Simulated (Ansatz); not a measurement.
# BaHfO3: the cost of one run

Computed with Ansatz 0.2.0 (DFT PBE, scalar-relativistic, plane waves, PAW, unless a step's input says otherwise).

1 further run of the same task is left out (set aside as unsound or not needed).

## (1) The structure to begin with

It takes space group P6/mmm (No. 191, hexagonal). The conventional cell has a = 4.318 Å, b = 4.318 Å, c = 7.096 Å, α = 90.00°, β = 90.00°, γ = 120.00°. Ba (site symmetry 6/mmm) has 2 Hf at 3.55 Å as nearest neighbours. Hf (site symmetry 6/mmm) is surrounded by 6 O at 2.16 Å. O (site symmetry mmm) has 2 Hf at 2.16 Å and 4 O at 2.16 Å as nearest neighbours.

Structure file:

```cif
data_structure
_symmetry_space_group_name_H-M 'P6/mmm'
_symmetry_Int_Tables_number 191
_cell_length_a 4.3177
_cell_length_b 4.3177
_cell_length_c 7.0960
_cell_angle_alpha 90.000
_cell_angle_beta 90.000
_cell_angle_gamma 120.000
_cell_volume 114.56
loop_
_atom_site_label
_atom_site_type_symbol
_atom_site_symmetry_multiplicity
_atom_site_Wyckoff_symbol
_atom_site_fract_x
_atom_site_fract_y
_atom_site_fract_z
_atom_site_occupancy
Ba1 Ba 1 b 0.00000 0.00000 0.50000 1
Hf1 Hf 1 a 0.00000 0.00000 0.00000 1
O1 O 3 f 0.50000 0.00000 0.00000 1
```

It is the end of an earlier relaxation with the same method, from a generated guess; it needn't be the stable form of this composition. At a tolerance of 0.05 Å it has space group P6/mmm (No. 191); it has 22.91 Å³/atom, an uncorrected energy of -0.87 eV/atom over the elements.

## (2) Electronic structure at the relaxed geometry

Input file input.yaml:

```yaml
crystal:
  lattice:
    - [4.3176931941, 0.0, 0.0]
    - [-2.1588465971, 3.7392319919, 0.0]
    - [0.0, 0.0, 7.0959875839]
  atoms:
    - { symbol: Ba, position: [0.0, 0.0, 0.5] }
    - { symbol: Hf, position: [0.0, 0.0, 0.0] }
    - { symbol: O, position: [0.5, 0.0, 0.0] }
    - { symbol: O, position: [0.0, 0.5, 0.0] }
    - { symbol: O, position: [0.5, 0.5, 0.0] }
basis:
  ecutwfc: 420
kpoints:
  mp_grid: { grid: [12, 12, 6] }
  band_path:
    path:
      - [[0.0, 0.0, 0.0], [0.5, 0.0, 0.0], [0.33333333, 0.33333333, 0.0], [0.0, 0.0, 0.0], [0.0, 0.0, 0.5], [0.5, 0.0, 0.5], [0.33333333, 0.33333333, 0.5], [0.0, 0.0, 0.5]]
      - [[0.5, 0.0, 0.5], [0.5, 0.0, 0.0]]
      - [[0.33333333, 0.33333333, 0.5], [0.33333333, 0.33333333, 0.0]]
    npoints: 14
hamiltonian:
  xc: pbe
scf:
  occupations: { method: gaussian, width: 0.1 }
  n_extra_bands: 12
output:
  forces: true
  stress: true
  eigenvalues: true
  populations: true
  dos: { projected: true, de: 0.02, nscf_kmesh: { grid: [15, 15, 8] } }
  bader: true
```

The run is started by

```sh
ansatz run input.yaml --threads 1 --pin off --max-ram 2560MiB --backend cpu --events-out ev --progress --plain --runs-dir out
```

Q: Estimate wall time and peak memory on 1 thread of Arm Neoverse V1, shared host.

About 86 s, with a peak of 0.64 GiB.
